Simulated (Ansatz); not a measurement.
# What a change of settings does: O (sc type)

First run: DFT, PBE, all-electron LAPW, scalar-relativistic (Ansatz 0.2.0).

Command: `ansatz run input.yaml --threads 1 --pin off --max-ram 2048MiB --backend cpu --events-out ev --progress --plain --runs-dir out` It took 3.5 s on 1 thread of Intel(R) Xeon(R) 6975P-C (Granite Rapids), on a shared host, peak memory 0.29 GiB.

```yaml
crystal:
  lattice:
    - [1.7307055197, 0.0, 0.0]
    - [0.0, 1.7307055197, 0.0]
    - [0.0, 0.0, 1.7307055197]
  atoms:
    - { symbol: O, position: [0.0, 0.0, 0.0] }
kpoints:
  mp_grid: { grid: [18, 18, 18] }
scf:
  occupations: { method: fermi_dirac, width: 0.1 }
hamiltonian:
  xc: pbe
  pseudopotentials: { kind: all_electron, lapw: { basis_error: 0.001 } }
output:
  forces: true
  stress: true
  eigenvalues: true
  populations: true
```

The cell comes from a relaxation on PAW files under the same functional, begun from a prototype that needn't be the stable phase.

This run: volume at 0.65 of the series' base cell.

It converges in 5 SCF iterations at a pressure of 188.4 GPa.

The input is then changed:

```diff
   occupations: { method: fermi_dirac, width: 0.1 }
+  mixing: { preconditioner: ldos, algorithm: msr1, beta: 0.3, ndim: 4 }
 hamiltonian:
```

Task: Predict the outcome of the changed run.

Result: It converges in 5 SCF iterations at a pressure of 188.4 GPa, free energy 0.0 meV/atom against the first run's. Results part of its log:
```
SCF 1 converged in 5 iterations: F = -2042.900457 eV  dr2 = 2.33e-9
SCF converged after 5 iterations
Free energy (F): -2042.900457 eV
Harris-Foulkes:  -2042.900457 eV  (|F-HF|=4.42e-8)
Internal energy: -2042.885171 eV  (E = F + TS)
E sigma→0 (E₀):  -2042.892814 eV
Entropy (-TS):   -0.015286 eV (-15.286 meV/atom)
Fermi energy:    14.575969 eV
--- Per-component energies (eV) ---
  E_band       = -968.046402
  E_kinetic    = 2057.574304
  E_xc         = -231.607862
  E_electrostatic = -3868.851613  (all electrons and nuclei)
  E_smearing   = -0.015286  (= −TS)
  E_closure    = 0.000000  (closes the sum)
  E_atoms      = -2040.903503  (free atoms, spherical and without spin; not in F)
  Σ components = -2042.900457   (vs F -2042.900457, Δ=0.00e0)
  Basis errors (estimates in eV, not in F): energy 3.4e-4 per atom: plane waves 3.4e-4 (1.9e-4 summed), levels above the bands 1.7e-122, relativity 1.5e-7, radial functions 1.2e-6, core shells 0.0e0; eigenvalues (radial functions only) 2.4e-5; not estimated: angular momenta, meshes, grids; target (lapw.basis_error) 1.0e-3; muffin-tin radii O 0.865 Å
--- Forces (eV/Å), atoms counted from 1 ---
  atom   1  O     -0.00000000    -0.00000000     0.00000000
  max |Σ_I F_I| component: 9.20e-31 eV/Å
--- Stress (GPa, compression-positive) ---
      188.366072      -0.000000       0.000000
       -0.000000     188.366072       0.000000
        0.000000       0.000000     188.366072
  P = ⅓ Tr σ = 188.3661 GPa (1883.661 kbar)
--- Band table (eV; the first three rows and the last of 220) ---
  k-point 0: bands = ["-494.5550", "-14.3687", "16.0104", "16.0104", "16.0104", "36.6663", "44.2081", "44.2081"]
  k-point 1: bands = ["-494.5550", "-14.2527", "15.4700", "16.0607", "16.0607", "36.7946", "44.3486", "44.6542"]
  k-point 2: bands = ["-494.5550", "-13.9064", "13.9987", "16.2073", "16.2073", "37.1285", "44.7682", "45.8287"]
  k-point 219: bands = ["-494.5550", "3.6529", "8.3383", "8.3383", "8.3383", "35.9032", "35.9032", "35.9032"]
--- Löwdin populations: 1 site ---
  site symbol       q [e]
     0      O      7.9840
  spilling = 0.001996 (of n_electrons = 8.000000)
```
